The row at slip 0.5 looks wrong: the fault energy is at its highest, 5226 mJ/m², yet the shear traction is zero. The two values belong together. The traction is the slope of the energy along the slip, and half slip is the top of the hill, where symmetry makes the way forward and the way back alike. Only the force along the slip is balanced there; the crystal is not at rest in a stable fault.

Rigid slip of InSe (R3m, 12-atom cell) across the conventional (0 1 −1) plane along a 4.00 Å lattice vector, one fault per cell, with neither the starting cell nor the slipped ones relaxed. Ansatz 0.2.0, PBEsol, scalar-relativistic plane-wave PAW, 420 eV cutoff, 9×4×4 k mesh, Gaussian smearing of 0.03 eV. Fault energies are relative to the unslipped cell.

```csv
slip (fraction of the slip vector),fault energy (mJ/m²),shear traction (GPa (slope of the fault energy along the slip)),gap on mesh (eV)
0,0,0.00,0.295
0.1,235,12.23,0.260
0.2,1040,28.82,0.217
0.3,2548,45.16,0.143
0.4,4355,39.44,0.014
0.5,5226,0.00,0.025
```

The height of the hill comes from where the cut lies. InSe is a layered crystal whose layers are known to glide easily over one another, but this plane stands steeply and cuts through the layers, across covalent In–Se bonds. At the start, an atom at the cut has two equal bonds to the other side, one leaning forward along the slip and one backward. Each is 2.64 Å long and spans half a lattice step, 2.00 Å, in the slip direction. The slide shortens one of them and stretches the other.

Let $x$ be the slip as a fraction of the 4.00 Å slip vector. The short contact then has the length

$$d_1=\sqrt{h^2+(2.00-4.00\,x)^2},\qquad h=\sqrt{2.64^2-2.00^2}=1.72\ \text{Å}.$$

At half slip the two atoms stand face to face across the cut at the distance $h$, nearly 1 Å closer than in their bond. The forces of the same calculation show the result: these two atoms are pushed apart with about 40 eV/Å, while every other atom feels less than 1 eV/Å. That such a squeezed pair repels is standard physics, since overlapping electron clouds must rise in kinetic energy to satisfy the Pauli principle.

The same picture explains why the traction is largest at slip 0.3, and not midway between start and top. Only the part of the push that points along the slip resists the slide. The push grows steeply as the atoms approach, but it also turns away from the slip direction, until at half slip none of it is left along the slip. The product of a growing force and a shrinking cosine peaks late.

Slip 0.3 can be worked by hand. The atoms still have $2.00-1.20=0.80$ Å to go along the slip, so $d_1=1.90$ Å and the cosine is $0.80/1.90=0.42$. The computed push on the pair is 20.5 eV/Å, which leaves 8.6 eV/Å along the slip. Spread over the 33.6 Å² of the cut, with 1 eV/Å³ equal to 160 GPa, this gives 41 GPa.

The table has 45 GPa, so one pair of atoms accounts for about nine tenths of the resistance. Its share, taken directly from the forces, is between 86 and 92 % in the four rows with a finite traction. These are the whole forces on the two atoms, so the pull of their stretched bond is included. Most of the remainder falls on a second In–Se pair. Its bond also crosses the cut, but it starts square to the slip and is only stretched.

At slip 0.1 the energy is still only 235 mJ/m². The short contact has lost 0.29 Å. The climb has to start gently, because the start is a point of symmetry too: a small step forward costs as much as a small step back. A simple law with this property counts only the repulsion of the two contacts and leaves out the pull of a stretched bond:

$$E=A\left[e^{\kappa(d_0-d_1)}+e^{\kappa(d_0-d_2)}-2\right],$$

where $E$ is the fault energy, $d_0$ the starting bond length, $d_2$ the length of the stretched contact, $A$ a strength and $\kappa$ a steepness. At zero slip the slopes of the two terms cancel; later the short contact dominates.

With $A$ and $\kappa$ fitted to all six rows, the law misses no energy by more than about 4 mJ/m². A single sine wave gives almost twice the computed energy at slip 0.1. The force on the close pair at half slip, which did not enter the fit, comes out 7 % above the computed one. A Morse bond, which includes attraction, fits nearly as well, so the curve cannot tell how much of the cost is squeezing and how much is bond breaking. The printed output below gives the fits in full.

These numbers should not be used as a barrier or a strength of InSe. The atoms were held rigid and the cut could not open, although at slip 0.3 the pair pushes the two sides apart with about 68 GPa, more than the shear traction itself. A real crystal is expected to give way in that direction and avoid so close a contact. The short contacts, down to 1.72 Å, are also expected to make the atomic spheres of the PAW method overlap, probably already before slip 0.3, which makes the size of these energies doubtful.

The gap on the mesh falls from 0.295 eV to 0.143 eV at slip 0.3 and then almost closes. Its small rise from slip 0.4 to 0.5 should not be read as a reopening: the mesh can miss the band edges, and a difference of about 0.01 eV is too small to trust on it. Squeezed and stretched bonds probably push states into the gap, but the states were not examined. PBEsol gives gaps that are too small, so the point of closing is uncertain too.

The analysis program printed:

```
Close pair and traction:
  row  short contact A  long contact A  pair force eV/A  cosine to slip  force times cosine eV/A  pair force along slip eV/A  traction times area eV/A
  0.0            2.638           2.638           0.0837          0.7582                  0.06346                  -0.0001433                         0
  0.1            2.349           2.953            2.729          0.6811                    1.859                       2.204                     2.564
  0.2            2.097           3.286            8.966          0.5721                     5.13                       5.335                     6.041
  0.3            1.897           3.633            20.46          0.4217                    8.628                       8.587                     9.467
  0.4            1.766            3.99            33.99          0.2265                    7.698                        7.61                     8.268
  0.5             1.72           4.354            40.44               0                        0                   0.0001496                         0
smallest share of the pair in the traction, %: 85.96
largest share of the pair in the traction, %: 92.04
push of the pair that would open the cut at slip 0.3, GPa: 68.02
push of the pair that would open the cut at slip 0.5, GPa: 148.1
fit of fault_energy on 6 rows: coefficient of exp(-s*(d1-d0)) + exp(-s*(d2-d0)) - 2 192.4 +/- 0.073, s 3.675; rms 2.29, worst 0.2 -4.3, leave-one-out rms 5.55
fit of fault_energy on 6 rows: coefficient of (1-exp(-s*(d1-d0)))**2 + (1-exp(-s*(d2-d0)))**2 + (1-exp(-s*(d3-d0)))**2 - (1-exp(-s*(d30-d0)))**2 490.1 +/- 0.59, s 1.55; rms 7.27, worst 0.3 9.36, leave-one-out rms 15.7
fit of fault_energy on 6 rows: coefficient of sin(pi*slip)**2 4722 +/- 283; rms 398, worst 0.2 591, leave-one-out rms 524
Fault energy in mJ/m2:
  row  computed  repulsion  Morse  single sine
  0.0         0          0      0            0
  0.1       235      231.6  226.3        450.9
  0.2      1040       1036   1032         1631
  0.3      2548       2548   2557         3091
  0.4      4355       4356   4361         4271
  0.5      5226       5226   5219         4722
pair force at slip 0.5 expected from the repulsion fit, eV/A: 43.22
fault energy at slip 0.5 per cell, eV: 10.96
traction at slip 0.3 over that at 0.2: 1.567
```
